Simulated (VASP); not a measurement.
# PtS2 (R-3m) in VASP: further runs

Runs on PtS2. Level: r2SCAN. Tasks: single point.

Everything below comes from runs of VASP 6.6.1. Logs are shortened: lines on timing, memory, paths and dates and some standing lists are left out, and cuts for length are marked.

## Step 1: The cell of the first run

Symmetry: R-3m, No. 166, trigonal system. The conventional cell has a = 3.496 Å, b = 3.496 Å, c = 16.692 Å, α = 90.00°, β = 90.00°, γ = 120.00°. Around Pt (site symmetry -3m) lie 6 S at 2.38 Å. S (site symmetry 3m) has 3 Pt at 2.38 Å as nearest neighbours.

The cell was built by a generator and needn't be a form met in nature.

## Step 2: Single point, r2SCAN (epitaxial_xy strain -0.9%)

POSCAR reads:

```
PtS2
1.0
    1.7480335842      1.0092276604      5.5641376776
   -1.7480335842      1.0092276604      5.5641376776
    0.0000000000     -2.0184553208      5.5641376776
Pt S
1 2
Direct
    0.0000000000      0.0000000000      0.0000000000
    0.2577898882      0.2577898882      0.2577898882
    0.7422101118      0.7422101118      0.7422101118
```

INCAR.step1 reads:

```
SYSTEM = PtS2
PREC     = Accurate       ! precision mode
ENCUT    = 520            ! plane-wave cutoff, eV
ISMEAR   = 0              ! smearing method
SIGMA    = 0.01           ! smearing width, eV
LREAL    = .False.        ! projectors in reciprocal space
LASPH    = .True.         ! aspherical terms in the spheres
NELM     = 100            ! most SCF steps
NBANDS   = 18             ! bands
GGA      = PE             ! functional
ALGO     = Normal         ! electronic algorithm
EDIFF    = 1E-4           ! SCF threshold, eV
LWAVE    = .True.         ! write WAVECAR
LCHARG   = .False.        ! write CHGCAR
```

INCAR.step2 reads:

```
SYSTEM = PtS2
PREC     = Accurate       ! precision mode
ENCUT    = 520            ! plane-wave cutoff, eV
EDIFF    = 1E-6           ! SCF threshold, eV
ISMEAR   = 0              ! smearing method
SIGMA    = 0.01           ! smearing width, eV
LREAL    = .False.        ! projectors in reciprocal space
LASPH    = .True.         ! aspherical terms in the spheres
NELM     = 100            ! most SCF steps
ALGO     = Normal         ! electronic algorithm
ISIF     = 2              ! what is computed and relaxed
LWAVE    = .False.        ! write WAVECAR
LCHARG   = .False.        ! write CHGCAR
METAGGA  = R2SCAN         ! meta-GGA
LMIXTAU  = .True.       
NBANDS   = 18             ! bands
ISTART   = 1
```

KPOINTS reads:

```
Automatic mesh
0
Gamma
  8 8 8
  0 0 0
```

Potentials or basis: VASP PAW PBE potentials, release 64 (Pt, S).

The run is started by

```console
$ cat potpaw_PBE.64/Pt/POTCAR potpaw_PBE.64/S/POTCAR > POTCAR
$ cp INCAR.step1 INCAR
$ mpirun -np 1 vasp_std > vasp.out
$ cp INCAR.step2 INCAR
$ mpirun -np 1 vasp_std > vasp.out
```

OUTCAR:

```text
SYSTEM = PtS2
   PREC = Accurate
   ENCUT = 520
   EDIFF = 1E-6
   ISMEAR = 0
   LREAL = .False.
   LASPH = .True.
   NELM = 100
   ISIF = 2
   METAGGA = R2SCAN
   ISTART = 1

 ion  position               nearest neighbor table
   1  0.000  0.000  0.000-   3 2.38   3 2.38   2 2.38   2 2.38   3 2.38   2 2.38
   2  0.258  0.258  0.258-   1 2.38   1 2.38   1 2.38
   3  0.742  0.742  0.742-   1 2.38   1 2.38   1 2.38

  LATTYP: Found a trigonal (rhomboedric) cell.
 ALAT       =     5.9189348685
 COS(alpha) =     0.8255614700

  Lattice vectors:

 A1 = (   1.7480335842,   1.0092276604,   5.5641376776)
 A2 = (  -1.7480335842,   1.0092276604,   5.5641376776)
 A3 = (   0.0000000000,  -2.0184553208,   5.5641376776)

Analysis of symmetry for initial positions (statically):
=====================================================================
 Subroutine PRICEL returns:
 Original cell was already a primitive cell.

 Routine SETGRP: Setting up the symmetry group for a
 trigonal (rhombohedral) supercell.

 Subroutine GETGRP returns: Found 12 space group operations
 (whereof 12 operations were pure point group operations)
 out of a pool of 12 trial point group operations.

The static configuration has the point symmetry D_3d.

Analysis of symmetry for dynamics (positions and initial velocities):
=====================================================================
 Subroutine PRICEL returns:
 Original cell was already a primitive cell.

 Routine SETGRP: Setting up the symmetry group for a
 trigonal (rhombohedral) supercell.

 Subroutine GETGRP returns: Found 12 space group operations
 (whereof 12 operations were pure point group operations)
 out of a pool of 12 trial point group operations.

The dynamic configuration has the point symmetry D_3d.

 Subroutine INISYM returns: Found 12 space group operations
 (whereof 12 operations are pure point group operations),
 and found     1 'primitive' translations

----------------------------------------------------------------------------------------

                                     Primitive cell

  volume of cell :      58.8963

  direct lattice vectors                    reciprocal lattice vectors
     1.748033584  1.009227660  5.564137678     0.286035694  0.165142785  0.059907456
    -1.748033584  1.009227660  5.564137678    -0.286035694  0.165142785  0.059907456
     0.000000000 -2.018455321  5.564137678     0.000000000 -0.330285570  0.059907456

  length of vectors
     5.918934868  5.918934868  5.918934868     0.335674636  0.335674636  0.335674636

  position of ions in fractional coordinates (direct lattice)
     0.000000000  0.000000000  0.000000000
     0.257789888  0.257789888  0.257789888
     0.742210112  0.742210112  0.742210112

  ion indices of the primitive-cell ions
   primitive index   ion index
                 1           1
                 2           2
                 3           3

----------------------------------------------------------------------------------------

 KPOINTS: Automatic mesh

Automatic generation of k-mesh.
 Grid dimensions read from file:
 generate k-points for:    8    8    8

 Generating k-lattice:

  Cartesian coordinates                     Fractional coordinates (reciprocal lattice)
     0.035754462  0.020642848  0.007488432     0.125000000  0.000000000 -0.000000000
    -0.035754462  0.020642848  0.007488432     0.000000000  0.125000000 -0.000000000
     0.000000000 -0.041285696  0.007488432    -0.000000000 -0.000000000  0.125000000

  Length of vectors
     0.041959329  0.041959329  0.041959329

  Shift w.r.t. Gamma in fractional coordinates (k-lattice)
     0.000000000  0.000000000  0.000000000

 Subroutine IBZKPT returns following result:
 ===========================================

 Found     65 irreducible k-points:

 Following reciprocal coordinates:
            Coordinates               Weight
  0.000000  0.000000  0.000000      1.000000
  0.125000  0.000000 -0.000000      6.000000
  0.250000  0.000000 -0.000000      6.000000
  0.375000  0.000000 -0.000000      6.000000
  0.500000  0.000000 -0.000000      3.000000
  0.125000  0.125000 -0.000000      6.000000
[... 16 lines left out ...]
  0.250000  0.125000  0.125000      6.000000
  0.375000  0.125000  0.125000      6.000000
 [... further k-points ...]
   k-points           NKPTS =     65   k-points in BZ     NKDIM =     65   number of bands    NBANDS=     18
   number of dos      NEDOS =    301   number of ions     NIONS =      3
   total plane-waves  NPLWV = 110592
   dimension x,y,z NGX =    48 NGY =   48 NGZ =   48
   dimension x,y,z NGXF=    96 NGYF=   96 NGZF=   96
   ions per type =               1   2
   NGX,Y,Z   is equivalent  to a cutoff of  13.48, 13.48, 13.48 a.u.
   NGXF,Y,Z  is equivalent  to a cutoff of  26.96, 26.96, 26.96 a.u.
 SYSTEM =  PtS2
   PREC   = accura    normal or accurate (medium, high low for compatibility)
   ISTART =      1    job   : 0-new  1-cont  2-samecut
   ICHARG =      0    charge: 1-file 2-atom 10-const
   ISPIN  =      1    spin polarized calculation?
   LNONCOLLINEAR =      F non collinear calculations
   LSORBIT =      F    spin-orbit coupling
   LASPH  =      T    aspherical Exc in radial PAW
   ENCUT  =  520.0 eV  38.22 Ry    6.18 a.u.  11.01 11.01 11.01*2*pi/ulx,y,z
   NELM   =    100;   NELMIN=  2; NELMDL=  0     # of ELM steps
   EDIFF  = 0.1E-05   stopping-criterion for ELM
   LREAL  =      F    real-space projection
   EDIFFG = 0.1E-04   stopping-criterion for IOM
   NSW    =      0    number of steps for IOM
   IBRION =     -1    ionic relax: 0-MD 1-quasi-New 2-CG
   NFREE  =      0    steps in history (QN), initial steepest desc. (CG)
   ISIF   =      2    stress and relaxation
   ISYM   =      2    0-nonsym 1-usesym 2-fastsym
   POTIM  = 0.5000    time-step for ionic-motion
   TEBEG  =    0.0;   TEEND  =   0.0 temperature during run
   PSTRESS=    0.0 pullay stress
   NELECT =      22.0000    total number of electrons
   NUPDOWN=      -1.0000    fix difference up-down
   EMIN   =  10.00;   EMAX   =-10.00  energy-range for DOS
   EFERMI =   0.00;   METHOD = LEGACY
   ISMEAR =     0;   SIGMA  =   0.01  broadening in eV -4-tet -1-fermi 0-gaus
   EFERMI_NEDOS =   21; number of points for ismear=-14 and -15
   IALGO  =     38    algorithm
   IMIX   =      4    mixing-type and parameters
     AMIX     =   0.40;   BMIX     =  1.00
     AMIX_MAG =   1.60;   BMIX_MAG =  1.00
  volume/ion in A,a.u.               =      19.63       132.48
  Fermi-wavevector in a.u.,A,eV,Ry     =   1.179016  2.228017 18.913171  1.390079
  Thomas-Fermi vector in A             =   2.315335
   LORBIT       =      0    0 simple, 1 ext, 2 COOP (PROOUT), +10 PAW based schemes
   METAGGA = R2SCAN    functional components
   LHFCALC =     F    Hartree Fock is set to
   AEXX    =    0.0000 exact exchange contribution
   IVDW    =     0    specifies the selected vdW correction
   LEPSILON=     F    determine dielectric tensor
   LRPA    =     F    only Hartree local field effects (RPA)
 non-spin polarized calculation
 Gauss-broadening in eV      SIGMA  =   0.01
  energy-cutoff  :      520.00
  volume of cell :       58.90
 maximum number of plane-waves:      1611
 NGX is ok and might be reduce to    48
   NGX = 23   NGY = 23   NGZ = 23

 number of electron      21.9999999 magnetization

 Free energy of the ion-electron system (eV)
  ---------------------------------------------------
  ext. energy  EPLUGINS =         0.00000000
  ---------------------------------------------------
  free energy    TOTEN  =       -68.84417616 eV

  energy without entropy =      -68.84417616  energy(sigma->0) =      -68.84417616

 E-fermi :   5.2778     XC(G=0): -10.8235

 val. band max:        5.1901489203   @ k =   0.2500   0.1250   0.1250
 cond. band min:       6.4052042456   @ k =  -0.2500   0.2500   0.0000
 fundamental gap:      1.2150553253
 Fermi energy:         5.2777538973

 k-point     1 :       0.0000    0.0000    0.0000
  band No.  band energies     occupation
      1     -10.0848      2.00000
      2      -7.5239      2.00000
      3      -1.3501      2.00000
      4      -1.0204      2.00000
      5      -1.0204      2.00000
      6       1.6851      2.00000
[... 10 lines left out ...]
     17      14.1102      0.00000
     18      17.3688      0.00000

 k-point     2 :       0.1250    0.0000   -0.0000
  band No.  band energies     occupation
      1      -9.8714      2.00000
      2      -7.5884      2.00000
      3      -1.1537      2.00000
      4      -0.9305      2.00000
      5      -0.8962      2.00000
      6       1.3774      2.00000
[... 10 lines left out ...]
     17      14.7923      0.00000
     18      16.7166      0.00000

 k-point     3 :       0.2500    0.0000   -0.0000
  band No.  band energies     occupation
      1      -9.2959      2.00000
      2      -7.7320      2.00000
      3      -0.9840      2.00000
      4      -0.6380      2.00000
      5      -0.2959      2.00000
      6       0.3947      2.00000
[... 10 lines left out ...]
     17      15.6918      0.00000
     18      16.1645      0.00000

 k-point     4 :       0.3750    0.0000   -0.0000
  band No.  band energies     occupation
      1      -8.6177      2.00000
      2      -7.8259      2.00000
      3      -1.3623      2.00000
      4      -0.5106      2.00000
      5      -0.1559      2.00000
      6       0.6368      2.00000
[... 375 lines left out ...]
      4      -1.0180      2.00000
      5      -1.0180      2.00000
      6       1.6856      2.00000
[... 10 lines left out ...]
     17      14.1692      0.00000
     18      16.9699      0.00000

 k-point    23 :       0.2500    0.1250    0.1250
  band No.  band energies     occupation
      1      -9.8334      2.00000
      2      -7.6705      2.00000
      3      -1.1475      2.00000
      4      -0.8901      2.00000
      5      -0.7810      2.00000
      6       1.3824      2.00000
[... 10 lines left out ...]
     17      14.7903      0.00000
     18      16.3130      0.00000

 k-point    24 :       0.3750    0.1250    0.1250
  band No.  band energies     occupation
      1      -9.2517      2.00000
      2      -7.7993      2.00000
      3      -1.1066      2.00000
      4      -0.6283      2.00000
      5      -0.0611      2.00000
      6       0.3719      2.00000
[... 10 lines left out ...]
     17      15.5899      0.00000
     18      16.1661      0.00000

 [... further k-points ...]

------------------------ aborting loop because EDIFF is reached ----------------------------------------

  FORCE on cell =-STRESS in cart. coord.  units (eV):
  Direction    XX          YY          ZZ          XY          YZ          ZX
  --------------------------------------------------------------------------------------
  -------------------------------------------------------------------------------------
  Total        1.2125684      1.2125684      0.4028857      0.0000000      0.0000000      0.0000000
  in kB       32.9859347     32.9859347     10.9598441      0.0000000      0.0000000      0.0000000
  external PRESSURE =      25.6439045 kB  Pullay stress =       0.0000000 kB

 VOLUME and BASIS-vectors are now :
 -----------------------------------------------------------------------------
  energy-cutoff  :      520.00
  volume of cell :       58.90
      direct lattice vectors                 reciprocal lattice vectors
     1.748033584  1.009227660  5.564137678     0.286035694  0.165142785  0.059907456
    -1.748033584  1.009227660  5.564137678    -0.286035694  0.165142785  0.059907456
     0.000000000 -2.018455321  5.564137678     0.000000000 -0.330285570  0.059907456

 POSITION                                       TOTAL-FORCE (eV/Angst)
 -----------------------------------------------------------------------------------
      0.00000      0.00000      0.00000         0.000000      0.000000      0.000000
      0.00000      0.00000      4.30314        -0.000000      0.000000      0.044865
      0.00000      0.00000     12.38928        -0.000000      0.000000     -0.044865
 -----------------------------------------------------------------------------------
    total drift:                               -0.000000     -0.000000      0.000000

  FREE ENERGIE OF THE ION-ELECTRON SYSTEM (eV)
  ---------------------------------------------------
  free  energy   TOTEN  =       -68.8441761619 eV

  energy  without entropy=      -68.8441761619  energy(sigma->0) =      -68.84417616
```

Run time: 9.5 min. Hardware: 1 thread of Intel Xeon Platinum 8259CL at 2.50GHz (Skylake/Cascade Lake), shared host; peak memory 0.39 GiB.

What came out:

```
Free energy            : -68.8442 eV
Pressure               : 2.6 GPa
Largest force          : 0.045 eV/Å
Band gap on the k mesh : 1.22 eV, indirect (least direct gap 1.44 eV)
```

Forces in eV/Å, atoms in the order of the input:
```
Pt   0.000  0.000  0.000
S    0.000  0.000  0.045
S    0.000  0.000 -0.045
```

Caveat: the PAW data sets were made with another functional, which shifts forces and pressure a little; spin-orbit coupling is left out, which moves the levels of the heavy elements.

## Step 3: Single point, r2SCAN (hydrostatic strain -5.4%)

POSCAR reads:

```
PtS2
1.0
    1.6695158750      0.9638954399      5.2259063274
   -1.6695158750      0.9638954399      5.2259063274
    0.0000000000     -1.9277908797      5.2259063274
Pt S
1 2
Direct
    0.0000000000      0.0000000000      0.0000000000
    0.2486279915      0.2486279915      0.2486279915
    0.7513720085      0.7513720085      0.7513720085
```

INCAR.step1 reads:

```
PREC     = Accurate       # precision mode
ENCUT    = 520            # plane-wave cutoff, eV
ISMEAR   = 0              # smearing method
SIGMA    = 0.01           # smearing width, eV
LREAL    = F              # projectors in reciprocal space
LASPH    = T              # aspherical terms in the spheres
NELM     = 100            # most SCF steps
NBANDS   = 18             # bands
GGA      = PE             # functional
ALGO     = Normal         # electronic algorithm
EDIFF    = 1E-4           # SCF threshold, eV
LWAVE    = T              # write WAVECAR
LCHARG   = F              # write CHGCAR
```

INCAR.step2 reads:

```
PREC     = Accurate       # precision mode
ENCUT    = 520            # plane-wave cutoff, eV
EDIFF    = 1E-6           # SCF threshold, eV
ISMEAR   = 0              # smearing method
SIGMA    = 0.01           # smearing width, eV
LREAL    = F              # projectors in reciprocal space
LASPH    = T              # aspherical terms in the spheres
NELM     = 100            # most SCF steps
ALGO     = Normal         # electronic algorithm
ISIF     = 2              # what is computed and relaxed
LWAVE    = F              # write WAVECAR
LCHARG   = F              # write CHGCAR
METAGGA  = R2SCAN         # meta-GGA
LMIXTAU  = T            
NBANDS   = 18             # bands
ISTART   = 1
```

KPOINTS reads:

```
regular mesh
0
Gamma
  8 8 8
```

Potentials or basis: VASP PAW PBE potentials, release 64 (Pt, S).

The run is started by

```console
$ cat potpaw_PBE.64/Pt/POTCAR potpaw_PBE.64/S/POTCAR > POTCAR
$ cp INCAR.step1 INCAR
$ mpirun -np 1 vasp_std > vasp.out
$ cp INCAR.step2 INCAR
$ mpirun -np 1 vasp_std > vasp.out
```

It took 6.5 min on 1 thread of Intel Xeon Platinum 8259CL at 2.50GHz (Skylake/Cascade Lake), shared host; peak memory 0.31 GiB.

It converged, with:

* Free energy: -68.3970 eV
* Pressure: 16.6 GPa
* Largest force: 0.045 eV/Å
* Band gap on the k mesh: 0.43 eV, indirect (least direct gap 1.12 eV)

Forces in eV/Å, atoms in the order of the input:
```
Pt   0.000  0.000  0.000
S    0.000  0.000  0.045
S    0.000  0.000 -0.045
```

Stress tensor (GPa, compression positive):
```
19.94  0.00  0.00
 0.00 19.94  0.00
 0.00  0.00  9.91
```

Levels at points of the mesh, in eV from the valence-band top:
```csv
k point,band 8,band 9,band 10,band 11,band 12,band 13,band 14,band 15
"(0.00, 0.00, 0.00)",-2.50,-0.56,-0.56,-0.02,2.67,2.67,5.76,7.16
"(0.50, 0.00, 0.00)",-2.98,-2.94,-2.27,-2.23,2.08,2.35,6.25,6.68
"(0.50, 0.50, 0.00)",-2.94,-2.79,-2.36,-2.21,3.10,3.38,4.29,6.13
"(0.50, 0.50, 0.50)",-3.28,-1.24,-0.92,-0.92,3.04,3.04,6.49,8.68
```

Caveat: so large a pressure means that the cell lies far from this level's equilibrium, or that cutoff or potentials fall short; the potentials were made for another functional, which shifts forces and pressure; spin-orbit coupling is left out, which moves the levels of the heavy elements. A k mesh can miss the band edges.
